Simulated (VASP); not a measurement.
Wanted: the native input for a VASP 6.6.1 run.

```
Task                      : relaxation of the atoms
Functional                : PBE
Dispersion                : D3
Potentials or basis       : VASP PAW PBE potentials, release 64 (Y_sv)
Cutoff                    : 520 eV
k mesh                    : 8 × 8 × 1
Occupations               : gaussian, width 0.05 eV
Spin                      : no spin polarisation
Dipole correction         : yes
Atoms held fixed (from 0) : [0, 1]
Further INCAR settings    : ALGO = Normal; EDIFF = 1e-06; IBRION = 2; EDIFFG = -0.01; NSW = 40
```

The structure of Y lies in POSCAR:

```
Y
1.0
    3.5143207025      0.0000000000      0.0000000000
    0.0000000000      3.5143207025      0.0000000000
    0.0000000000      0.0000000000     24.9400000000
Y
5
Selective dynamics
Direct
    0.5000000000      0.5000000000      0.3007217322  F F F
    0.0000000000      0.0000000000      0.4003608661  F F F
    0.5000000000      0.5000000000      0.5000000000  T T T
    0.0000000000      0.0000000000      0.5996391339  T T T
    0.5000000000      0.5000000000      0.6992782678  T T T
```

The slab is cut from a database's or a generator's crystal, which needn't be the stable form of the element.

The cell isn't the ideal one: the (1 0 0) slab of Y, cut from the database cell, not relaxed.

The input as run:

INCAR

```
PREC = Accurate
ENCUT = 520
EDIFF = 1E-6
ISMEAR = 0
SIGMA = 0.05
LREAL = False
LASPH = True
NELM = 80
ALGO = Normal
ISIF = 2
LWAVE = False
LCHARG = False
LDIPOL = True
IDIPOL = 3
DIPOL = 0.5 0.5 0.500
GGA = PE
IVDW = 11
IBRION = 2
NSW = 40
EDIFFG = -0.01
```

KPOINTS

```
Automatic mesh
0
Gamma
  8 8 1
```

Potentials or basis: VASP PAW PBE potentials, release 64 (Y_sv).

Launch:

```console
$ cat potpaw_PBE.64/Y_sv/POTCAR > POTCAR
$ mpirun -np 1 vasp_std > vasp.out
```

Results of the run:

* Energy gained by relaxing: 3.7 meV/atom
* Ionic steps: 15
* Band gap on the k mesh: none (metal or under the smearing width)
* Dispersion energy per atom: -0.209 eV

Wall time 42 min on 1 thread of AMD EPYC 7R43 64-Core Processor (Zen 3), with other jobs on the host, peak memory 0.5 GiB.
